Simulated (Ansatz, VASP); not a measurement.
NiO: VASP beside Ansatz

```
CELL_PARAMETERS angstrom
2.52120 0.00000 0.00000
0.00000 2.52120 0.00000
0.00000 0.00000 2.52120
ATOMIC_POSITIONS crystal
Ni 0.00000 0.00000 0.00000
O 0.50000 0.50000 0.50000
```

Measurements of this composition are mostly on another form, of space group No. 225.

Alike in both runs: task single point; functional PBE; k mesh 11 × 11 × 11; occupations fermi-dirac, width 0.05 eV; collinear spin.

|  | VASP | Ansatz |
| --- | --- | --- |
| version | VASP 6.6.1 | Ansatz 0.2.0 |
| potentials or method | VASP PAW PBE potentials, release 64 (Ni, O) | Ansatz PAW |
| plane-wave cutoff (eV) | 520 | 420 |
| valence electrons in the cell | 16 | 24 |

```csv
,VASP,Ansatz,Ansatz less VASP
gap on the k mesh at the Fermi level (eV),none,none,-
pressure (GPa),20.1,21.4,+1.31
net moment per atom (μB),0.49,0.62,+0.135
size of the moment on the site where the two differ most (μB),0.75,0.96,+0.212
```

The net moments differ so much that the two runs ended in different magnetic states, which moves the other rows too. Site moments also hang on the region over which each program counts them. A gap of «none» marks a metal or a gap that the smearing closes. The two sets of potentials don't hold the same shells in valence.

Caveats: a cell with one magnetic atom can't hold antiferromagnetic order, which such compounds often take; semilocal functionals often make such compounds metallic where correlation or magnetic order opens a gap, which also shifts bond lengths; so large a pressure means that the cell lies far from this level's equilibrium, or that cutoff or potentials fall short (VASP); the pressure holds a Pulay correction of +0.8 GPa for the finite cutoff (Ansatz).
